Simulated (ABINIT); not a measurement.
# ZnO (zincite) (P6_3mc) in ABINIT: further runs, part 2 of 3

ABINIT 10.8.3 (patched build).

### 3 Single point, LDA

Input file run.abi:

```
pp_dirpath "./"
pseudos "Zn.GGA_PBE-JTH.xml, O.GGA_PBE-JTH.xml"

acell 3.249308 3.249308 5.205709 Angstrom
rprim
     1.0000000000     0.0000000000     0.0000000000
    -0.5000000000     0.8660254038     0.0000000000
     0.0000000000     0.0000000000     1.0000000000
ntypat 2
znucl 30 8
natom 4
typat 1 1 2 2
xred
     0.6666666667     0.3333333333     0.0000000000
     0.3333333333     0.6666666667     0.5000000000
     0.3333333333     0.6666666667     0.8790100000
     0.6666666667     0.3333333333     0.3790100000

ecut 28.0
pawecutdg 50.0

kptopt 1
ngkpt 9 9 5
nshiftk 1
shiftk 0.0 0.0 0.0

ixc 7

nband 22
occopt 3
tsmear 0.00183747

nstep 100
tolvrs 1.0e-9

iomode 3
prtwf 0
prteig 0
prtebands 0
enunit 1
prtden 1
prtvha 1
prtvclmb 1
prtpot 1
```

Potentials or basis: JTH PAW PBE v2.0.

On the command line:

```bash
> abinit run.abi > log 2>&1
```

run.abo:

```text
.Version 10.8.3 of ABINIT
 Symmetries : space group P6_3 m c (#186); Bravais hP (primitive hexag.)
================================================================================
 Values of the parameters that define the memory need of the present run
     intxc =       0    ionmov =       0      iscf =      17    lmnmax =      18
     lnmax =       6     mgfft =      48  mpssoang =       3    mqgrid =    3132
     natom =       4  nloc_mem =       2    nspden =       1   nspinor =       1
    nsppol =       1      nsym =      12    n1xccc =       1    ntypat =       2
    occopt =       3   xclevel =       1
       mpw =        2298          nfft =       43200          nkpt =          36
 PAW method is used; the additional fine FFT grid is defined by:
   mgfftf=        64    nfftf =    102400
================================================================================
================================================================================

--------------------------------------------------------------------------------
------------- Echo of variables that govern the present computation ------------
--------------------------------------------------------------------------------
 -outvars: echo values of preprocessed input variables --------
            acell      6.1403022187E+00  6.1403022187E+00  9.8373643012E+00 Bohr
              amu      6.53900000E+01  1.59994000E+01
             ecut      2.80000000E+01 Hartree
           enunit           1
              ixc           7
         kptrlatt        9    0    0      0    9    0      0    0    5
          kptrlen      4.91868215E+01
            natom           4
            nband          22
            ngfft          30      30      48
          ngfftdg          40      40      64
             nkpt          36
            nstep         100
             nsym          12
           ntypat           2
           occopt           3
        pawecutdg      5.00000000E+01 Hartree
        prtebands           0
           prteig           0
           prtpot           1
         prtvclmb           1
           prtvha           1
            prtwf           0
            rprim      1.0000000000E+00  0.0000000000E+00  0.0000000000E+00
                      -5.0000000000E-01  8.6602540380E-01  0.0000000000E+00
                       0.0000000000E+00  0.0000000000E+00  1.0000000000E+00
          spgroup         186
           tolvrs      1.00000000E-09
           tsmear      1.83747000E-03 Hartree
            typat      1  1  2  2
           useylm           1
           xangst      1.6246540000E+00  9.3799442426E-01  0.0000000000E+00
                       6.5619490340E-17  1.8759888485E+00  2.6028545000E+00
                       6.5619490340E-17  1.8759888485E+00  4.5758702681E+00
                       1.6246540000E+00  9.3799442426E-01  1.9730157681E+00
            xcart      3.0701511094E+00  1.7725525695E+00  0.0000000000E+00
                       1.2400286527E-16  3.5451051389E+00  4.9186821506E+00
                       1.2400286527E-16  3.5451051389E+00  8.6471415944E+00
                       3.0701511094E+00  1.7725525695E+00  3.7284594438E+00
             xred      6.6666666667E-01  3.3333333333E-01  0.0000000000E+00
                       3.3333333333E-01  6.6666666667E-01  5.0000000000E-01
                       3.3333333333E-01  6.6666666667E-01  8.7901000000E-01
                       6.6666666667E-01  3.3333333333E-01  3.7901000000E-01
            znucl       30.00000    8.00000

================================================================================

 chkinp: Checking input parameters for consistency.

================================================================================
== DATASET  1 ==================================================================

--- !DatasetInfo
iteration_state: {dtset: 1, }
[... 156 lines left out ...]
       0.666666666667      0.333333333333      0.000000000000
       0.333333333333      0.666666666667      0.500000000000
       0.333333333333      0.666666666667      0.879010000000
       0.666666666667      0.333333333333      0.379010000000
 rms dE/dt=  5.8915E-03; max dE/dt=  9.9004E-03; dE/dt below (all hartree)
    1       0.000000000000      0.000000000000      0.009900428825
    2       0.000000000000      0.000000000000      0.009900428825
    3       0.000000000000      0.000000000000     -0.010499459391
    4      -0.000000000000      0.000000000000     -0.010499459391

 cartesian coordinates (angstrom) at end:
    1      1.62465400000000     0.93799442425686     0.00000000000000
    2      0.00000000000000     1.87598884851371     2.60285450000000
    3      0.00000000000000     1.87598884851371     4.57587026809000
    4      1.62465400000000     0.93799442425686     1.97301576809000

 cartesian forces (hartree/bohr) at end:
    1     -0.00000000000000    -0.00000000000000    -0.00103685741382
    2     -0.00000000000000    -0.00000000000000    -0.00103685741382
    3     -0.00000000000000    -0.00000000000000     0.00103685741382
    4      0.00000000000000     0.00000000000000     0.00103685741382
 frms,max,avg= 5.9862991E-04 1.0368574E-03   0.000E+00  0.000E+00  3.045E-05 h/b

 cartesian forces (eV/Angstrom) at end:
    1     -0.00000000000000    -0.00000000000000    -0.05331735193285
    2     -0.00000000000000    -0.00000000000000    -0.05331735193285
    3     -0.00000000000000    -0.00000000000000     0.05331735193285
    4      0.00000000000000     0.00000000000000     0.05331735193285
 frms,max,avg= 3.0782787E-02 5.3317352E-02   0.000E+00  0.000E+00  1.566E-03 e/A
 length scales=  6.140302218721  6.140302218721  9.837364301173 bohr
              =  3.249308000000  3.249308000000  5.205709000000 angstroms
 Fermi (or HOMO) energy (eV) =   6.06821   Average Vxc (eV)= -10.67401
 Eigenvalues (   eV  ) for nkpt=  36  k points:
 kpt#   1, nband= 22, wtk=  0.00247, kpt=  0.0000  0.0000  0.0000 (reduced coord)
 -12.15166  -11.37265   -0.07898   -0.07898   -0.04120   -0.03242    0.11588    0.11588
   1.08734    1.08734    1.30560    1.30560    1.58016    4.84745    4.84745    5.59545
   5.66808    5.66808    6.38863   10.73162   13.78445   18.30692
 prteigrs : prtvol=0 or 1, do not print more k-points.

--- !EnergyTerms
iteration_state     : {dtset: 1, }
comment             : Components of total free energy in Hartree
kinetic             :  2.83955178419126E+01
hartree             :  4.02968628069571E+01
xc                  : -9.24713441221111E+00
Ewald energy        : -1.08873348688041E+02
psp_core            :  2.87758457173554E+00
local_psp           : -1.48976952859923E+02
PAW spherical_terms :  3.42660809780275E+01
internal            : -1.61261389761542E+02
'-kT*entropy'       : -2.64433305129143E-07
total_energy        : -1.61261390025975E+02
total_energy_eV     : -4.38814597056060E+03
...

--- !EnergyTermsDC
iteration_state     : {dtset: 1, }
comment             : '"Double-counting" decomposition of free energy'
band_energy         :  3.43666237079497E-01
Ewald energy        : -1.08873348688041E+02
psp_core            :  2.87758457173554E+00
xc_dc               : -3.77288493334115E+01
PAW spherical_terms : -1.78804349016375E+01
internal            : -1.61261382114275E+02
'-kT*entropy'       : -2.64433305129143E-07
total_energy_dc     : -1.61261382378708E+02
total_energy_dc_eV  : -4.38814576246786E+03
...

--- !EnergyTermsWithPAWCore
iteration_state     : {dtset: 1, }
comment             : 'Components of total free energy, including PAW core contributions'
Total energy        : -3.73646653543107E+03
Total energy DC     : -3.73646652778381E+03
Total energy (eV)   : -1.01674434090797E+05
Total energy DC (eV): -1.01674433882705E+05
...

 Cartesian components of stress tensor (hartree/bohr^3)
  sigma(1 1)=  2.78687503E-04  sigma(3 2)=  0.00000000E+00
  sigma(2 2)=  2.78687503E-04  sigma(3 1)=  0.00000000E+00
  sigma(3 3)=  2.17533698E-04  sigma(2 1)=  0.00000000E+00

-Cartesian components of stress tensor (GPa)         [Pressure= -7.5995E+00 GPa]
- sigma(1 1)=  8.19926943E+00  sigma(3 2)=  0.00000000E+00
- sigma(2 2)=  8.19926942E+00  sigma(3 1)=  0.00000000E+00
- sigma(3 3)=  6.40006237E+00  sigma(2 1)=  0.00000000E+00

== END DATASET(S) ==============================================================
================================================================================

 -outvars: echo values of variables after computation  --------
            acell      6.1403022187E+00  6.1403022187E+00  9.8373643012E+00 Bohr
           etotal     -1.6126138238E+02
            fcart     -0.0000000000E+00 -0.0000000000E+00 -1.0368574138E-03
                      -0.0000000000E+00 -0.0000000000E+00 -1.0368574138E-03
                      -3.5081598622E-28 -2.0254370407E-28  1.0368574138E-03
                       3.5081598622E-28  2.0254370407E-28  1.0368574138E-03
            rprim      1.0000000000E+00  0.0000000000E+00  0.0000000000E+00
                      -5.0000000000E-01  8.6602540380E-01  0.0000000000E+00
                       0.0000000000E+00  0.0000000000E+00  1.0000000000E+00
           strten      2.7868750335E-04  2.7868750302E-04  2.1753369840E-04
                       0.0000000000E+00  0.0000000000E+00  0.0000000000E+00
           xangst      1.6246540000E+00  9.3799442426E-01  0.0000000000E+00
                       6.5619490340E-17  1.8759888485E+00  2.6028545000E+00
                       6.5619490340E-17  1.8759888485E+00  4.5758702681E+00
                       1.6246540000E+00  9.3799442426E-01  1.9730157681E+00
             xred      6.6666666667E-01  3.3333333333E-01  0.0000000000E+00
                       3.3333333333E-01  6.6666666667E-01  5.0000000000E-01
                       3.3333333333E-01  6.6666666667E-01  8.7901000000E-01
                       6.6666666667E-01  3.3333333333E-01  3.7901000000E-01
 Calculation completed.
```

Run time: 2.9 min. Hardware: 1 thread of Arm Neoverse V2, shared host; peak memory 0.14 GiB.

What came out:

```yaml
Free_energy: -4388.1458 eV
Pressure: -7.6 GPa
Largest_force: 0.053 eV/Å
Band_gap_on_the_k_mesh: 0.72 eV, direct
Valence_electrons_inside_the_program's_atomic_spheres: Zn 10.90; O 4.51
```

Forces on the atoms (eV/Å):
```
Zn   0.000  0.000 -0.053
Zn   0.000  0.000 -0.053
O    0.000  0.000  0.053
O    0.000  0.000  0.053
```

Stress tensor (GPa, compression positive):
```
-8.20  0.00  0.00
 0.00 -8.20  0.00
 0.00  0.00 -6.40
```

Levels at points of the mesh, in eV from the valence-band top:
```tsv
k point	band 15	band 16	band 17	band 18	band 19	band 20	band 21	band 22
(0.00, 0.00, 0.00)	-0.82	-0.07	0.00	0.00	0.72	5.06	8.12	12.64
```

Caveat: the PAW data sets were made with another functional, which shifts forces and pressure a little.

[end of part 2 of 3]
